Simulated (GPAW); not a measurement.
# A GW chain in GPAW: BN (P6_3mc), part 2 of 2

Aim: the G0W0 gap of BN (P6_3mc) on PBE, step by step.

GPAW 26.7.0; PBE and many-body steps on it, plane waves. Known limits of the many-body steps: not at the basis limit; coarse k mesh.

So far. Step 3 (Bands along the symmetry lines): The gap is 5.175 eV, as in the run before at this level. Step 4 (Empty states on the mesh, 6×6×4 mesh, 117 bands): On this mesh the gap is 5.175 eV.

The database entry behind the starting cell has ideal inner coordinates that were not refined, so it need not match the best structure at ambient conditions.

## (5) Screening and self-energy, 6×6×4 mesh, 49 bands, screening to 96 eV

G0W0 replaces the xc potential by the self-energy, built once from these orbitals. Only a window of levels is corrected, while the sums run over the empty bands that the input names.

This step: G0W0 on PBE, plane waves, PAW.

File run.py:

```python
import json
import numpy as np
from gpaw.mpi import world
from gpaw.response.g0w0 import G0W0

gw = G0W0('full.gpw',
    filename='gw',
    kpts=[0, 4, 14],
    bands=(6, 10),
    ecut=96,
    nbands=49,
    integrate_gamma='WS',
    ppa=True)
gw.calculate()
res = {mode: {k: v for k, v in r.items() if k != 'sigma_eskwn'}
       for mode, r in gw.all_results.items()}

if world.rank == 0:
    with open('result.json', 'w') as f:
        json.dump(res, f, default=lambda x: x.tolist())
```

Run with:

```
$ mpirun -n 4 gpaw python run.py
```

Numbers of over 12 decimals in the logs are rounded to 6 here.

The log of the run:

```text
Using integrator: PointIntegrator
FrequencyGridDescriptor(from 0.000+0.000j to 0.000+27.211j eV, 2 points)
Nonperiodic BCs:  [False False False]
Using integrator: PointIntegrator
FrequencyGridDescriptor(from 0.000+0.000j to 0.000+27.211j eV, 2 points)
Nonperiodic BCs:  [False False False]
  ___  _ _ _
 |   || | | |
 | | || | | |
 |__ ||_____|
 |___|

BZ k-points: Symmetries present (total): 6

  [... matrices ...]
144 k-points: 6 x 6 x 4 Monkhorst-Pack grid + [1/12,1/12,1/8]
24 k-points in the irreducible part of the Brillouin zone
       k-points in crystal coordinates                weights
   0:     0.00000000    0.00000000    0.00000000          1/144
   1:     0.00000000    0.00000000    0.25000000          2/144
   2:     0.00000000    0.00000000    0.50000000          1/144
   3:     0.16666667    0.00000000   -0.25000000          6/144
   4:     0.16666667    0.00000000    0.00000000          6/144
   5:     0.16666667    0.00000000    0.25000000          6/144
   6:     0.16666667    0.00000000    0.50000000          6/144
   7:     0.33333333   -0.16666667    0.00000000          6/144
   8:     0.33333333   -0.16666667    0.25000000         12/144
   9:     0.33333333   -0.16666667    0.50000000          6/144
          ...
  23:     0.50000000    0.50000000    0.50000000          3/144

Distributing spins, k-points and bands (1 x 3 x 4) over 4 processes
Number of blocks: 1

Quasi particle states:
k-points (IBZ indices): [0, 4, 14]
Band range: (6, 10)
  [... matrices ...]
Computational parameters:
Plane wave cut-off: 96 eV
Number of bands: 49
Coulomb cutoff: None
Broadening: 0.1 eV

fxc modes: GW
Kernel: RPA
Using Godby-Needs plasmon-pole approximation:
  Fitting energy: i*E0, E0 = 1.000 Hartree
Summing all q:

Calculating screened Coulomb potential
No Coulomb truncation
FrequencyGridDescriptor(from 0.000+0.000j to 0.000+27.211j eV, 2 points)
Removing empty qpoint cache files...

Calculating chi0 body with:
    Ground state adapter containing:
    Number of spins: 1
    Number of kpoints: 144
    Number of irreducible kpoints: 24
    Number of completely occupied states: 8
    Number of partially occupied states: 8
    Occupied states memory: 0.6591796875 M / cpu

    Linear response parametrization:
    q_c: [1.3877787807814457e-17, 1.3877787807814457e-17, 0.0]
    Number of frequency points: 2
    Planewave cutoff: 96.0
    Number of bands: 49
    Number of planewaves: 43
    Broadening (eta): 1e-06
    comm.size: 4
    kncomm.size: 4
    blockcomm.size: 1

    Memory estimate of potentially large arrays:
        chi0_wGG: 0.056427 M / cpu
Integrating chi0 body.

Symmetries of q_c:
    Direct symmetries (Uq -> q): 6
    Indirect symmetries (TUq -> q): 6
In total 12 allowed symmetries.

  [... matrices ...]
24 groups of equivalent kpoints. 83.333333% reduction.

Integral kind: response function
Integrating chi0 head and wings.

Symmetries of q_c:
    Direct symmetries (Uq -> q): 6
    Indirect symmetries (TUq -> q): 6
In total 12 allowed symmetries.

  [... matrices ...]
24 groups of equivalent kpoints. 83.333333% reduction.

Integral kind: response function wings

Calculating chi0 body with:
    Ground state adapter containing:
    Number of spins: 1
    Number of kpoints: 144
    Number of irreducible kpoints: 24
    Number of completely occupied states: 8
    Number of partially occupied states: 8
[... the further q-points ...]

Results:
f:      Occupation numbers
eps:     KS-eigenvalues [eV]
vxc:     KS vxc [eV]
exx:     Exact exchange [eV]
sigma:   Self-energies [eV]
dsigma:  Self-energy derivatives
Z:       Renormalization factors
qp:      QP-energies [eV]

k-point 0 (0): (0.000, 0.000, 0.000)                GW
band       f     eps     vxc     exx   sigma  dsigma       Z      qp
                                                                   GW
   6   1.000  10.426 -19.439 -22.997   3.217  -0.202   0.832  10.143
   7   1.000  10.427 -19.439 -22.997   3.217  -0.202   0.832  10.143
   8   0.000  18.850 -14.416  -7.760  -4.721  -0.181   0.847  20.490
   9   0.000  18.850 -14.416  -7.760  -4.721  -0.181   0.847  20.490

k-point 1 (4): (0.167, 0.000, 0.000)                GW
band       f     eps     vxc     exx   sigma  dsigma       Z      qp
                                                                   GW
   6   1.000   9.564 -18.812 -22.461   3.182  -0.202   0.832   9.176
   7   1.000   9.812 -19.084 -22.815   3.293  -0.203   0.831   9.448
   8   0.000  18.191 -14.392  -8.126  -4.611  -0.178   0.849  19.596
   9   0.000  19.675 -15.222  -8.291  -4.870  -0.188   0.842  21.410

k-point 2 (14): (0.333, 0.333, 0.000)                GW
band       f     eps     vxc     exx   sigma  dsigma       Z      qp
                                                                   GW
   6   1.000   4.947 -16.901 -22.165   4.058  -0.222   0.819   3.960
   7   1.000   4.947 -16.901 -22.165   4.058  -0.222   0.819   3.960
   8   0.000  15.602 -12.200  -6.933  -4.138  -0.163   0.860  16.573
   9   0.000  23.973 -17.238  -8.877  -5.762  -0.218   0.821  26.106
```

The job ended after 21 s (4 MPI ranks of Arm Neoverse V2, shared host; peak memory 0.98 GiB).

This step gave:

```yaml
g0w0_gap_on_the_points_computed: 6.431 eV
least_direct_g0w0_gap_on_the_computed_points: 10.15 eV
z_at_the_valence_top: 0.8318
z_at_the_conduction_bottom: 0.8599
starting_gap_on_the_mesh: 5.175 eV
k_of_the_valence_top: 0, 0, 0
k_of_the_conduction_bottom: 0.3333, 0.3333, 0
```

The gap on the mesh goes from 5.18 eV to 6.43 eV, a correction of +1.26 eV.

Limits: finite bands, cutoff and mesh; coarse k mesh. v1 is the top filled band, c1 the lowest empty one. The levels before and after the correction (eV, zero at the valence-band top of each column):

```tsv
	conduction bottom	valence top
Kohn-Sham	5.18	0.00
G0W0	6.43	0.00
```

```tsv
	level	energy (eV)
Kohn-Sham	Γ v2-v1	0.000
Kohn-Sham	Γ c1-c2	8.423
Kohn-Sham	(0.333 0.333 0) v2-v1	-5.480
Kohn-Sham	(0.333 0.333 0) c1	5.175
Kohn-Sham	(0.333 0.333 0) c2	13.546
G0W0	Γ v2-v1	0.000
G0W0	Γ c1-c2	10.347
G0W0	(0.333 0.333 0) v2-v1	-6.183
G0W0	(0.333 0.333 0) c1	6.431
G0W0	(0.333 0.333 0) c2	15.963
```

## (6) Where the time went

Times are wall times on 4 MPI ranks of Arm Neoverse V2, shared host, good to a factor of about two.

```tsv
step	time	share	memory (GiB)
ground state	5 s	13 %	0.62
bands along the symmetry lines	4.8 s	13 %	0.64
empty states on the mesh	6.2 s	17 %	0.86
screening and self-energy	21 s	57 %	0.98
```

## (7) What came out

| Property | Result |
| --- | --- |
| PBE gap | 5.18 eV, indirect |
| G0W0 gap on the mesh | 6.43 eV |
| GW settings | 6×6×4 mesh, 49 bands, screening to 96 eV, Godby-Needs plasmon pole |
| known limits | not at the basis limit; coarse k mesh |

What this shows: G0W0 moves the gap on the mesh from 5.18 eV to 6.43 eV (+1.26 eV), with Z of 0.83 and 0.86 at the edges. Only 3 of the mesh's irreducible points were corrected, so a valley elsewhere could overtake. The dearest step here is «screening and self-energy». Bands and cutoff are finite, so the gap is not at the basis limit. The miss can reach some tenths of an eV and take either sign; the mesh is an error of its own. These stock PAW sets were not made for GW. In the G0W0 run levels were corrected at 3 k points alone, so a gap called «on the mesh» is the least over those, and an edge elsewhere would be missed. The 6×6×4 mesh is coarse for this cell, which bears on the long-range parts of exchange and screening.

[Paths, hosts, dates, memory and timing lines, banners, echoed tables and standing remarks are left out of the program output.]

[Logs are printed without paths, hosts, clocks, repeated set-up lines and the standing remarks that a program may print on its own settings, such as how far it seeks lower states.]

[Runs of the session that timed out or met a known fault of the program may be left out.]

[Hosts, paths, dates, database ids (printed as entryN), source tags and the programs' standing remarks are cut or masked in the printed files.]
